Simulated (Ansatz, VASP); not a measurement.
# Cross-check of Ba3SnS4 between VASP and Ansatz

One calculation is typed for both programs; each brings its own data sets. How far apart do they land? The cell is taken from a series of runs on this material, whose earlier steps may have relaxed, scaled, displaced or heated it; both programs get it as it stands.

Calculated with Ansatz 0.2.0; plane waves, with VASP 6.6.1 beside it; single point at HSE06 with D3(BJ).

## 1. The structure

Symmetry: P4/mmm, No. 123, tetragonal system. Conventional cell: a = 6.333 Å, b = 6.333 Å, c = 5.833 Å, α = 90.00°, β = 90.00°, γ = 90.00°. Nearest to Ba lie 6 S at 2.92 to 3.17 Å. Nearest to Sn lie 6 S at 2.92 to 3.17 Å. Nearest to S lie 6 Ba at 2.92 to 3.17 Å. S has 4 Ba at 2.92 to 3.17 Å and 2 Sn at 3.17 Å nearest. Nearest to S lie 2 Sn at 2.92 Å and 4 Ba at 3.17 Å. Farther neighbours and most contacts between anions are not listed.

As a file:

```cif
data_structure
_symmetry_space_group_name_H-M 'P4/mmm'
_symmetry_Int_Tables_number 123
_cell_length_a 6.3326
_cell_length_b 6.3326
_cell_length_c 5.8326
_cell_angle_alpha 90.000
_cell_angle_beta 90.000
_cell_angle_gamma 90.000
_cell_volume 233.90
loop_
_atom_site_label
_atom_site_type_symbol
_atom_site_symmetry_multiplicity
_atom_site_Wyckoff_symbol
_atom_site_fract_x
_atom_site_fract_y
_atom_site_fract_z
_atom_site_occupancy
Ba1 Ba 2 f 0.00000 0.50000 0.00000 1
Ba2 Ba 1 b 0.00000 0.00000 0.50000 1
Sn1 Sn 1 d 0.50000 0.50000 0.50000 1
S1 S 1 a 0.00000 0.00000 0.00000 1
S2 S 2 e 0.50000 0.00000 0.50000 1
S3 S 1 c 0.50000 0.50000 0.00000 1
```

## 2. VASP: single point, HSE06 with D3(BJ)

With cell and atoms fixed, the geometry can't cause a difference; cores, projectors, grids and the points listed under the comparison can.

Lines of VASP's logs that name or quote its potential files are left out, and so is its time.

The run reads the wave functions of an earlier VASP run, which isn't shown here.

File INCAR:

```
SYSTEM = Ba3SnS4
PREC = Accurate
ENCUT = 400
EDIFF = 1E-06
NELM = 100
ISMEAR = 0
SIGMA = 0.01
LREAL = .FALSE.
ALGO = Normal
LHFCALC = .TRUE.
AEXX = 0.25
GGA = PE
HFSCREEN = 0.208
IVDW = 12
VDW_S6 = 1
VDW_S8 = 2.31
VDW_A1 = 0.383
VDW_A2 = 5.685
LASPH = .TRUE.
NBANDS = 42
PRECFOCK = Fast
LORBIT = 11
LWAVE = .FALSE.
LCHARG = .FALSE.
ISIF = 2
```

File POSCAR:

```
Ba3SnS4
1.0
    0.0000000000      6.3325770000      0.0000000000
    0.0000000000      0.0000000000      6.3325770000
    5.8325770000      0.0000000000      0.0000000000
Ba Sn S
3 1 4
Direct
    0.0000000000      0.5000000000      0.0214313502
    0.5000000000      0.0000000000      0.0214313502
    0.0000000000      0.0000000000      0.5214313502
    0.5000000000      0.5000000000      0.5214313502
    0.0000000000      0.0000000000      0.0214313502
    0.5000000000      0.0000000000      0.5214313502
    0.0000000000      0.5000000000      0.5214313502
    0.5000000000      0.5000000000      0.0214313502
```

File KPOINTS:

```
Automatic mesh
0
Gamma
2 2 2
0 0 0
```

PAW data sets: Ba_sv, Sn_d and S (PBE family, release 64).

Command:

```bash
> export OMP_NUM_THREADS=3
> mpirun -np 1 vasp_std
```

Numbers of over 12 decimals in the logs are rounded to 6 here.

The program printed:

```text
[banner, memory and clock lines left out]
running    1 mpi-ranks, on    1 nodes
 distrk:  each k-point on    1 cores,    1 groups
 distr:  one band on    1 cores,    1 groups
 Offloading initialized ...    1 GPUs detected
 POSCAR found type information on POSCAR BaSnS
 POSCAR found :  3 types and       8 ions
 LDA part: xc-table for (Slater+PW92), standard interpolation
 found WAVECAR, reading the header
 POSCAR, INCAR and KPOINTS ok, starting setup
 FFT: planning ... GRIDC
 FFT: planning ... GRID_SOFT
 FFT: planning ... GRID
 reading WAVECAR
 the WAVECAR file was read successfully
 initial charge from wavefunction
 entering main loop
       N       E                     dE             d eps       ncg     rms          rms(c)
DAV:   1    -0.428518828562E+02   -0.42852E+02   -0.10418E+00   504   0.560E+00    0.240E+00
DAV:   2    -0.428685282105E+02   -0.16645E-01   -0.98355E-02   628   0.127E+00    0.126E+00
DAV:   3    -0.428647404334E+02    0.37878E-02   -0.74399E-03   702   0.390E-01    0.740E-01
DAV:   4    -0.428639244657E+02    0.81597E-03   -0.29417E-03   580   0.210E-01    0.494E-01
DAV:   5    -0.428637731114E+02    0.15135E-03   -0.45106E-04   668   0.921E-02    0.297E-01
DAV:   6    -0.428636980644E+02    0.75047E-04   -0.73468E-05   614   0.405E-02    0.164E-01
DAV:   7    -0.428636723942E+02    0.25670E-04   -0.28472E-05   592   0.243E-02    0.804E-02
DAV:   8    -0.428636657340E+02    0.66601E-05   -0.91780E-06   550   0.140E-02    0.371E-02
DAV:   9    -0.428636637013E+02    0.20327E-05   -0.28119E-06   436   0.848E-03    0.180E-02
DAV:  10    -0.428636633846E+02    0.31677E-06   -0.12645E-06   414   0.581E-03
   1 F= -.46332061E+02 E0= -.46332061E+02  d E =-.127642E-82
```

Parts of OUTCAR (step 2):

```text
ion  position               nearest neighbor table
   1  0.000  0.500  0.021-   7 2.92   7 2.92   8 3.17   5 3.17   5 3.17   8 3.17   3 4.30   3 4.30
                             3 4.30   3 4.30   2 4.48   2 4.48   2 4.48   2 4.48
   2  0.500  0.000  0.021-   6 2.92   6 2.92   8 3.17   5 3.17   8 3.17   5 3.17   3 4.30   3 4.30
                             3 4.30   3 4.30   1 4.48   1 4.48   1 4.48   1 4.48
   3  0.000  0.000  0.521-   5 2.92   5 2.92   7 3.17   6 3.17   7 3.17   6 3.17   2 4.30   2 4.30
                             1 4.30   1 4.30   1 4.30   2 4.30   1 4.30   2 4.30
   4  0.500  0.500  0.521-   8 2.92   8 2.92   6 3.17   7 3.17   6 3.17   7 3.17
   5  0.000  0.000  0.021-   3 2.92   3 2.92   1 3.17   2 3.17   1 3.17   2 3.17
   6  0.500  0.000  0.521-   2 2.92   2 2.92   4 3.17   3 3.17   4 3.17   3 3.17
   7  0.000  0.500  0.521-   1 2.92   1 2.92   4 3.17   3 3.17   3 3.17   4 3.17
   8  0.500  0.500  0.021-   4 2.92   4 2.92   1 3.17   2 3.17   2 3.17   1 3.17

  LATTYP: Found a simple tetragonal cell.
 ALAT       =     6.3325770000
 C/A-ratio  =     0.9210432025

 Subroutine GETGRP returns: Found 16 space group operations
 (whereof  8 operations were pure point group operations)

The static configuration has the point symmetry C_4v.
 The point group associated with its full space group is D_4h.

 Found      6 irreducible k-points:

   k-points           NKPTS =      6   k-points in BZ     NKDIM =      8   number of bands    NBANDS=     42

   dimension x,y,z NGX =    42 NGY =   42 NGZ =   40
   dimension x,y,z NGXF=    84 NGYF=   84 NGZF=   80

   ENCUT  =  400.0 eV  29.40 Ry    5.42 a.u.  10.33 10.33  9.51*2*pi/ulx,y,z

   NELECT =      68.0000    total number of electrons

 k-points in reciprocal lattice and weights: Automatic mesh
   0.00000000  0.00000000  0.00000000       0.125
   0.50000000  0.00000000  0.00000000       0.250
   0.50000000  0.50000000  0.00000000       0.125
   0.00000000  0.00000000  0.50000000       0.125
   0.50000000  0.00000000  0.50000000       0.250
   0.50000000  0.50000000  0.50000000       0.125

  exchange ACFDT corr.  =         0.00000000  see jH, gK, PRB 81, 115126

 average (electrostatic) potential at core
       1 -31.7907       2 -31.7907       3 -31.7606       4 -98.1440       5 -82.8699
       6 -83.1226       7 -83.1226       8 -83.2797

 E-fermi :   3.2632

 k-point     1 :       0.0000    0.0000    0.0000
  band No.  band energies     occupation
    ...
     30       1.6916      2.00000
     31       1.6916      2.00000
     32       1.9779      2.00000
     33       2.0930      2.00000
     34       2.1607      2.00000
     35       4.9672      0.00000
     36       5.0507      0.00000
     37       5.0507      0.00000
     38       7.1423      0.00000
     39       7.1818      0.00000
    ...

 k-point     2 :       0.5000    0.0000    0.0000
  band No.  band energies     occupation
    ...
     30       1.5829      2.00000
     31       1.8948      2.00000
     32       1.9540      2.00000
     33       1.9890      2.00000
     34       2.0777      2.00000
     35       5.2823      0.00000
     36       5.4345      0.00000
     37       6.3841      0.00000
     38       6.9627      0.00000
     39       7.0859      0.00000
    ...

 k-point     3 :       0.5000    0.5000    0.0000
  band No.  band energies     occupation
    ...
     30       1.3014      2.00000
     31       1.8618      2.00000
     32       1.8738      2.00000
     33       1.8738      2.00000
     34       2.3924      2.00000
     35       4.9305      0.00000
     36       4.9305      0.00000
     37       7.2948      0.00000
     38       7.3352      0.00000
     39       7.5932      0.00000
    ...

 Edisp (eV)   -3.46840

  Total      18.86388     0.06060     0.06060    -0.00000     0.00000     0.00000
  in kB     129.21716     0.41513     0.41513    -0.00000     0.00000     0.00000
  external pressure =       43.35 kB  Pullay stress =        0.00 kB

  energy-cutoff  :      400.00
  volume of cell :      233.90
      direct lattice vectors                 reciprocal lattice vectors
     0.000000000  6.332577000  0.000000000     0.000000000  0.157913595  0.000000000
     0.000000000  0.000000000  6.332577000     0.000000000  0.000000000  0.157913595
     5.832577000  0.000000000  0.000000000     0.171450801  0.000000000  0.000000000

 POSITION                                       TOTAL-FORCE (eV/Angst)
 -----------------------------------------------------------------------------------
      0.12500      0.00000      3.16629        -0.000000      0.000000      0.000000
      0.12500      3.16629      0.00000        -0.000000      0.000000      0.000000
      3.04129      0.00000      0.00000         0.000000      0.000000      0.000000
      3.04129      3.16629      3.16629         0.000000      0.000000      0.000000
      0.12500      0.00000      0.00000        -0.000000      0.000000     -0.000000
      3.04129      3.16629      0.00000        -0.000000     -0.000000      0.000000
      3.04129      0.00000      3.16629        -0.000000      0.000000      0.000000
      0.12500      3.16629      3.16629        -0.000000      0.000000      0.000000
 -----------------------------------------------------------------------------------
    total drift:                               -0.000040      0.000007      0.000015

  FREE ENERGIE OF THE ION-ELECTRON SYSTEM (eV)
  ---------------------------------------------------
  free  energy   TOTEN  =       -46.3320605033 eV

  energy  without entropy=      -46.3320605033  energy(sigma->0) =      -46.33206050

 total charge
# of ion       s       p       d       tot
------------------------------------------
    1        2.012   5.649   0.293   7.953
    2        2.012   5.649   0.293   7.953
    3        2.012   5.649   0.294   7.956
    4        1.518   0.425   9.992  11.935
    5        1.313   2.512   0.000   3.826
    6        1.319   2.470   0.000   3.789
    7        1.319   2.470   0.000   3.789
    8        1.314   2.457   0.000   3.771
--------------------------------------------------
tot         12.819  27.280  10.872  50.972

[... 3 further parts left out ...]
```

Harder data sets than Ba_sv exist (the GW ones), and pressures, volumes and forces can shift noticeably with them.

(Part 1 of 2 ends here.)

[Lines on the potential files, build, host, timing and source positions are cut from VASP's logs without a mark.]

[Logs are printed without paths, hosts, clocks, repeated set-up lines and the standing remarks that a program may print on its own settings, such as how far it seeks lower states.]

[Hosts, paths, dates, database ids (printed as entryN), source tags and the programs' standing remarks are cut or masked in the printed files.]
